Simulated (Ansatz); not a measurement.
# Sb (P2_1/m) in Ansatz: settings compared

One crystal, Sb, is run at these levels: PBE, PBE+D3(BJ), PBE+D3(BJ)-ATM, PBE+D4; tasks: relaxation of cell and atoms.

Everything below comes from runs of Ansatz 0.2.0. Logs are shortened: lines on timing, memory, paths and dates and some standing lists are left out, and cuts for length are marked.

## Step 1: The structure

The structure is monoclinic, space group P2_1/m (No. 11). Conventional cell: a = 3.122 Å, b = 4.348 Å, c = 4.406 Å, α = 90.00°, β = 90.51°, γ = 90.00°. Around Sb (site symmetry m) lie 6 Sb at 3.04 to 3.15 Å.

This isn't the form of Sb at room conditions, which is rhombohedral.

## Step 2: Relaxation of cell and atoms, PBE

input.yaml reads:

```yaml
crystal:
  lattice:
    - [3.122402, 0.0, 0.0]
    - [0.0, 4.347518, 0.0]
    - [-0.038915, 0.0, 4.405852]
  atoms:
    - { symbol: Sb, position: [0.011389, 0.25, 0.241166] }
    - { symbol: Sb, position: [0.988611, 0.75, 0.758834] }
hamiltonian:
  xc: pbe
  pseudopotentials: { kind: paw }
kpoints:
  mp_grid: { grid: [9, 6, 6] }
scf:
  occupations: { method: fermi_dirac, width: 0.05 }
output:
  forces: true
  stress: true
  eigenvalues: true
relax:
  f_tol: 0.01
  max_steps: 40
  cell: { stress_tol: 0.05 }
```

Potentials or basis: Ansatz PAW.

Launch:

```bash
$ ansatz run input.yaml --threads 2 --pin off --max-ram 5632MiB --backend cpu --events-out ev --progress --plain --runs-dir out
```

What it wrote:

```text
Warning: RAYON_NUM_THREADS=2 ignored (pool sized by the plan → 2); use --threads N
Engine: ansatz 0.2.0, aarch64-unknown-linux-gnu
Pseudopotentials: kind: paw
Pseudopotential: Sb, paw, valence charge 15, recommended cutoff 420 eV (normal), Sb.paw.azcp
Functional definition: PBE
  parameter kappa = 0.804
  parameter beta = 0.06672455060314922
  exchange = pbe_x(kappa = kappa, mu = beta*pi^2/3)
  correlation = pbe_c(beta = beta)
Crystal: 2 atoms, lattice volume = 59.808 Å³
Basis set: ecut = 420 eV, 1169 PW (Γ), exchange–correlation on 48×60×60 points (8 copies of the dense FFT grid, shifted against one another)
Bands: 19, of which v1, the nominal top of the filled ones, is band 15 counted from 1 (14 counted from 0)
Symmetry: 4 space group operations
Space group: P21/m (ITA 11), of the structure as read, at distance tolerance 3.9e-5 Å
k-points: 112 of 324
Non-local potential: Sb, projectors of the file, l = 0: 2, l = 1: 2, l = 2: 2, l = 3: 2
PAW form: soft (Blöchl's): semilocal exchange-correlation on the pseudo side does not see the compensation charge
PAW one-centre angular grid: Sb, 590 points (default); XC on 64 Gauss nodes
Initial density: superposition of atomic densities (neutral atoms: chi_scale 0, normalization atom), corrected by the library's trained network
Initial wavefunctions: pseudopotential atomic-orbital guess
Functional: x = pbe(κ = 0.804, μ = 0.2195149727645171), c = pbe(β = 0.06672455060314922)
SCF iter   1: F=—  HF=-12968.867411 eV  |F-HF|=—  |Δ(HF+E_count)|=         —  Δρ=8.50e-4  dr2=2.68e-4  ethr=1.77e-3  ⟨swp⟩=6.5  Hψ=11175  notcnv=0
preconditioner: auto → Kerker (q_TF=auto, 2.432 Å⁻¹)  [metal: Δε(μ)=0.031 eV  Ē_g=8.684 eV  σ=0.050 eV  W_gap=0.16  n_scr=10 (ndim 8)  ℏωp=15.2 eV  f_vac=0.002  D(μ)=1.64/eV (n_scr^D=10)]
SCF iter   2: F=—  HF=-12968.866360 eV  |F-HF|=—  |Δ(HF+E_count)|=   1.05e-3  Δρ=4.65e-4  dr2=1.49e-4  ethr=8.92e-7  ⟨swp⟩=2.6  Hψ=4878  notcnv=0
SCF iter   3: F=—  HF=-12968.866358 eV  |F-HF|=—  |Δ(HF+E_count)|=   1.82e-6  Δρ=2.90e-4  dr2=6.62e-5  ethr=4.98e-7  ⟨swp⟩=2.0  Hψ=3794  notcnv=0
SCF iter   4: F=—  HF=-12968.866380 eV  |F-HF|=—  |Δ(HF+E_count)|=   2.18e-5  Δρ=1.19e-4  dr2=5.11e-6  ethr=2.21e-7  ⟨swp⟩=2.0  Hψ=3799  notcnv=0
SCF iter   5: F=—  HF=-12968.866377 eV  |F-HF|=—  |Δ(HF+E_count)|=   3.23e-6  Δρ=4.12e-5  dr2=6.29e-7  ethr=1.70e-8  ⟨swp⟩=2.0  Hψ=3730  notcnv=0
SCF iter   6: F=-12968.866377 eV  HF=-12968.866377 eV  |F-HF|=8.59e-9  |Δ(HF+E_count)|=   1.33e-7  Δρ=5.30e-6  dr2=1.72e-8  ethr=3.33e-10  ⟨swp⟩=3.7  Hψ=9287  notcnv=0
SCF 1 converged in 6 iterations: F = -12968.866377 eV  dr2 = 1.72e-8
relax step   1: F+E_penalty+E_count = -12968.86637681 eV  Δ(F+E_penalty+E_count) = +0.000e0 eV  max|allowed force component| = 4.726e-2 eV/Å  Δτ_max = 0.0000 Å  P = +0.435 GPa  Ω = 59.808 Å³  (6 SCF iters, dr2 threshold 1.00e-7 eV, accepted)
Crystal: 2 atoms, lattice volume = 60.568 Å³
Basis set: ecut = 420 eV, 1191 PW (Γ), exchange–correlation on 48×60×60 points (8 copies of the dense FFT grid, shifted against one another)
Initial density: handed on by an earlier stage of this run
Initial wavefunctions: those handed on with the density
iter 1 solved again at ethr=7.41e-7 eV; its pass at ethr=3.10e-3 eV (dr2=2.22e-4 eV) is discarded
SCF iter   1: F=—  HF=-12968.868393 eV  |F-HF|=—  |Δ(HF+E_count)|=         —  Δρ=6.87e-4  dr2=2.01e-4  ethr=7.41e-7  ⟨swp⟩=2.6  Hψ=15000  notcnv=0
preconditioner: auto → Kerker (q_TF=auto, 2.427 Å⁻¹)  [metal: Δε(μ)=0.010 eV  Ē_g=8.625 eV  σ=0.050 eV  W_gap=0.05  n_scr=10 (ndim 8)  ℏωp=15.1 eV  f_vac=0.002  D(μ)=1.62/eV (n_scr^D=10)]
SCF iter   2: F=—  HF=-12968.868405 eV  |F-HF|=—  |Δ(HF+E_count)|=   1.26e-5  Δρ=4.33e-4  dr2=9.49e-5  ethr=6.71e-7  ⟨swp⟩=1.0  Hψ=2128  notcnv=0
SCF iter   3: F=—  HF=-12968.868426 eV  |F-HF|=—  |Δ(HF+E_count)|=   2.00e-5  Δρ=5.42e-5  dr2=2.76e-6  ethr=3.16e-7  ⟨swp⟩=1.6  Hψ=2305  notcnv=0
SCF iter   4: F=—  HF=-12968.868427 eV  |F-HF|=—  |Δ(HF+E_count)|=   1.22e-6  Δρ=2.44e-5  dr2=5.78e-7  ethr=9.20e-9  ⟨swp⟩=2.1  Hψ=2836  notcnv=0
SCF iter   5: F=-12968.868427 eV  HF=-12968.868427 eV  |F-HF|=3.51e-8  |Δ(HF+E_count)|=   3.51e-7  Δρ=7.24e-6  dr2=5.16e-8  ethr=6.67e-10  ⟨swp⟩=6.3  Hψ=9709  notcnv=0
[... 79 lines left out ...]
SCF iter   6: F=—  HF=-12968.869408 eV  |F-HF|=—  |Δ(HF+E_count)|=  7.79e-10  Δρ=4.06e-7  dr2=1.36e-10  ethr=4.78e-12  ⟨swp⟩=2.2  Hψ=2797  notcnv=0
SCF iter   7: F=-12968.869408 eV  HF=-12968.869408 eV  |F-HF|=1.09e-11  |Δ(HF+E_count)|=  8.73e-11  Δρ=1.18e-7  dr2=7.50e-12  ethr=1.00e-12  ⟨swp⟩=6.4  Hψ=9795  notcnv=0
SCF 9 converged in 7 iterations: F = -12968.869408 eV  dr2 = 7.50e-12
relax step   9: F+E_penalty+E_count = -12968.86940817 eV  Δ(F+E_penalty+E_count) = +4.646e-6 eV  max|allowed force component| = 3.031e-3 eV/Å  Δτ_max = 0.0038 Å  P = -0.070 GPa  Ω = 60.209 Å³  energy of the carried Pulay correction = -8.269e-5 eV  (7 SCF iters, accepted)
Crystal: 2 atoms, lattice volume = 60.124 Å³
Basis set: ecut = 420 eV, 1171 PW (Γ), exchange–correlation on 48×60×60 points (8 copies of the dense FFT grid, shifted against one another)
iter 1 solved again at ethr=1.71e-8 eV; its pass at ethr=3.10e-3 eV (dr2=5.14e-6 eV) is discarded
SCF iter   1: F=—  HF=-12968.869451 eV  |F-HF|=—  |Δ(HF+E_count)|=         —  Δρ=1.12e-4  dr2=4.89e-6  ethr=1.71e-8  ⟨swp⟩=3.5  Hψ=14204  notcnv=0
preconditioner: auto → Kerker (q_TF=auto, 2.430 Å⁻¹)  [metal: Δε(μ)=0.055 eV  Ē_g=8.658 eV  σ=0.050 eV  W_gap=0.27  n_scr=10 (ndim 8)  ℏωp=15.1 eV  f_vac=0.001  D(μ)=1.66/eV (n_scr^D=10)]
SCF iter   2: F=—  HF=-12968.869465 eV  |F-HF|=—  |Δ(HF+E_count)|=   1.40e-5  Δρ=7.05e-5  dr2=2.23e-6  ethr=1.63e-8  ⟨swp⟩=1.0  Hψ=2128  notcnv=0
SCF iter   3: F=—  HF=-12968.869465 eV  |F-HF|=—  |Δ(HF+E_count)|=   2.06e-7  Δρ=7.64e-6  dr2=5.92e-8  ethr=7.44e-9  ⟨swp⟩=1.0  Hψ=2135  notcnv=0
SCF iter   4: F=-12968.869465 eV  HF=-12968.869465 eV  |F-HF|=6.09e-10  |Δ(HF+E_count)|=   1.12e-8  Δρ=2.85e-6  dr2=8.72e-9  ethr=1.04e-10  ⟨swp⟩=6.4  Hψ=9437  notcnv=0
SCF 10 converged in 4 iterations: F = -12968.869465 eV  dr2 = 8.72e-9
relax step  10: F+E_penalty+E_count = -12968.86946491 eV  Δ(F+E_penalty+E_count) = -5.674e-5 eV  max|allowed force component| = 2.344e-4 eV/Å  Δτ_max = 0.0033 Å  P = -0.002 GPa  Ω = 60.124 Å³  energy of the carried Pulay correction = -6.533e-5 eV  (4 SCF iters, dr2 threshold 3.12e-8 eV, accepted)
Initial wavefunctions: pseudopotential atomic-orbital guess (no wavefunctions were taken with the density)
iter 1 solved again at ethr=4.11e-7 eV; its pass at ethr=3.10e-3 eV (dr2=1.23e-4 eV) is discarded
SCF iter   1: F=—  HF=-12968.869512 eV  |F-HF|=—  |Δ(HF+E_count)|=         —  Δρ=1.13e-5  dr2=1.89e-8  ethr=4.11e-7  ⟨swp⟩=2.8  Hψ=16271  notcnv=0
eigensolver tolerance schedule: the retry pair's looser diagonalisation over-reported the residual by 6536.83 of it (diagonalisation noise at 6.48 of the residual, at the tolerance the schedule requests for it); recorded, not acted on — ethr = c·dr2/N_el stays at c = 1.0e-1
SCF iter   2: F=—  HF=-12968.869526 eV  |F-HF|=—  |Δ(HF+E_count)|=   1.36e-5  Δρ=5.88e-6  dr2=6.89e-9  ethr=6.28e-11  ⟨swp⟩=3.4  Hψ=4897  notcnv=0
SCF iter   3: F=—  HF=-12968.869526 eV  |F-HF|=—  |Δ(HF+E_count)|=   1.45e-8  Δρ=1.34e-6  dr2=1.30e-9  ethr=2.30e-11  ⟨swp⟩=2.0  Hψ=2693  notcnv=0
SCF iter   4: F=—  HF=-12968.869526 eV  |F-HF|=—  |Δ(HF+E_count)|=  3.55e-10  Δρ=7.09e-7  dr2=3.25e-10  ethr=4.33e-12  ⟨swp⟩=2.7  Hψ=3243  notcnv=0
SCF iter   5: F=-12968.869526 eV  HF=-12968.869526 eV  |F-HF|=5.46e-12  |Δ(HF+E_count)|=  2.11e-10  Δρ=1.58e-7  dr2=9.57e-12  ethr=1.00e-12  ⟨swp⟩=5.0  Hψ=10608  notcnv=0
SCF 11 converged in 5 iterations: F = -12968.869526 eV  dr2 = 9.57e-12
relax step  11: F+E_penalty+E_count = -12968.86952581 eV  Δ(F+E_penalty+E_count) = -6.090e-5 eV  max|allowed force component| = 2.375e-4 eV/Å  Δτ_max = 0.0000 Å  P = -0.003 GPa  Ω = 60.124 Å³  stress off target by 4.29e-3 GPa  SCF on the basis re-selected at this cell (its energy is not comparable with the rows above)  (5 SCF iters)
basis re-selected at this cell: Δ(F+E_penalty+E_count) = -6.090e-5 eV, ΔP = -0.001 GPa vs the last step (what re-selecting the basis moved, of the pressure what is left beyond the Pulay correction that the steps carried, after the strain that the cell walked since its last selection, with what the two solves' SCF thresholds leave and, on support functions, any second-order correction that the steps lacked; it is no measure of the basis error at this ecutwfc). This SCF's stress stands 4.29e-3 GPa from its target on what of the cell is left free (relax.cell.stress_tol is 5.00e-2 GPa) and its largest allowed force component is 2.38e-4 eV/Å (relax.f_tol is 1.00e-2 eV/Å): within both
SCF converged after 5 iterations
Free energy (F): -12968.869526 eV
Harris-Foulkes:  -12968.869526 eV  (|F-HF|=5.46e-12)
Internal energy: -12968.856321 eV  (E = F + TS)
E sigma→0 (E₀):  -12968.862923 eV
Entropy (-TS):   -0.013205 eV (-6.603 meV/atom)
Fermi energy:    9.982214 eV
--- Per-component energies (eV) ---
  E_band       = -337.222191
  E_kinetic    = 412.934717
  E_local      = -3151.407578  (includes V_loc(G=0)·N_el)
  E_nonlocal   = 724.048000
  E_hartree    = 1428.738611
  E_xc         = -276.566241
  E_vxc        = -192.074106  (∫ρ·V_xc dr)
  E_paw        = -9150.335136  (= ΣΔE_a)
  E_vpaw       = -988.200328  (= ΣTr[D̂ρ^β])
  E_aug_tail   = -0.000003  (compensation charges beyond the density's cutoff)
  E_ewald      = -2956.268690
  E_smearing   = -0.013205  (= −TS)
  E_closure    = -0.000000  (closes the sum)
  Σ components = -12968.869526   (vs F -12968.869526, Δ=0.00e0)
--- Forces (eV/Å), atoms counted from 1 ---
  atom   1  Sb    -0.00023755     0.00000000    -0.00022051
  atom   2  Sb     0.00023755     0.00000000     0.00022051
  max |Σ_I F_I| component: 2.71e-20 eV/Å
--- Stress (GPa, compression-positive) ---
       -0.003005       0.000000      -0.001334
        0.000000      -0.002263       0.000000
       -0.001334       0.000000      -0.002912
  P = ⅓ Tr σ = -0.0027 GPa (-0.027 kbar)
--- Band table (eV; the first three rows and the last of 112) ---
  k-point 0: bands = ["-19.3409", "-19.3309", "-19.2641", "-19.2454", "-19.2070", "-19.2070", "-19.1659", "-19.1659", "-19.1628", "-19.0905", "-2.4759", "2.5715", "6.3788", "6.3798", "12.0984", "12.8749", "13.2175", "13.2179", "16.8448"]
  k-point 1: bands = ["-19.3249", "-19.3247", "-19.2567", "-19.2508", "-19.2044", "-19.2042", "-19.1689", "-19.1688", "-19.1687", "-19.1079", "-2.2734", "1.8790", "6.6305", "6.8607", "12.0152", "12.1884", "12.9358", "13.0742", "16.5494"]
  k-point 2: bands = ["-19.3087", "-19.2802", "-19.2660", "-19.2368", "-19.1972", "-19.1967", "-19.1862", "-19.1767", "-19.1762", "-19.1550", "-1.6728", "0.5575", "7.3721", "7.8174", "10.1737", "10.5160", "13.6533", "15.1612", "15.6098"]
  k-point 111: bands = ["-19.2445", "-19.2445", "-19.2296", "-19.2296", "-19.2145", "-19.2145", "-19.2062", "-19.2062", "-19.1306", "-19.1306", "1.6439", "1.6439", "6.3252", "6.3252", "8.5101", "8.5101", "13.3983", "13.3983", "14.1638"]
--- Relaxed structure (10 steps of the walk, 9 accepted, 1 SCFs on fresh bases) ---
  F+E_penalty+E_count = -12968.86952581 eV   max|allowed force component| = 2.375e-4 eV/Å   (the final SCF, on the basis selected at the relaxed cell)
  cell:  # Å, volume = 60.1242 Å³
    - [3.1348568362965605, 0.0, 0.014058004951756875]
    - [0.0, 4.379197174292556, 0.0]
    - [-0.01923373881767073, 0.0, 4.379542903080431]
  atoms:
    - { symbol: Sb, position: [9.505188461525352e-5, 0.25000000000000006, 0.25002850432586726] }
    - { symbol: Sb, position: [0.9999049481153847, 0.7500000000000001, 0.749971495674133] }
```

Wall time 44 s (2 threads of Arm Neoverse V1, shared host); peak memory 0.4 GiB.

What came out:

| Property | Result |
| --- | --- |
| Free energy | -12968.8695 eV |
| Relaxed volume | 30.06 Å³/atom |
| Relaxed cell | a = 3.135 Å, b = 4.379 Å, c = 4.380 Å, α = 90.00°, β = 89.99°, γ = 90.00° |
| Space group after relaxing (to 0.05 Å) | Pm-3m (No. 221) |
| Energy gained by relaxing | 1.6 meV/atom |
| Ionic steps | 10 |
| Pressure after relaxing | 0.0 GPa |
| Band gap on the k mesh | none (metal or under the smearing width) |

The path:
```tsv
step	energy change (eV)	largest force (eV/Å)	volume (Å³)
1	0.0000	0.0548	59.81
2	-0.0020	0.0113	60.57
3	-0.0026	0.0110	60.29
4	-0.0028	0.0014	60.13
5	-0.0028	0.0018	60.13
6	-0.0029	0.0032	60.10
7	-0.0030	0.0001	60.09
8	-0.0030	0.0039	60.21
9	-0.0031	0.0003	60.12
10	-0.0031	0.0003	60.12
```

Final structure:
```xyz
2
Lattice="3.1349 0.0000 0.0141 0.0000 4.3792 0.0000 -0.0192 0.0000 4.3795" Properties=species:S:1:pos:R:3 pbc="T T T"
Sb   -0.0045    1.0948    1.0950
Sb    3.1201    3.2844    3.2986
```

Caveat: the plane-wave basis is chosen anew once the cell has moved, so the energies of steps on either side of that aren't comparable. The run has no spin-orbit coupling, so splittings on Sb are missing.

(Part 1 of 2 ends here.)
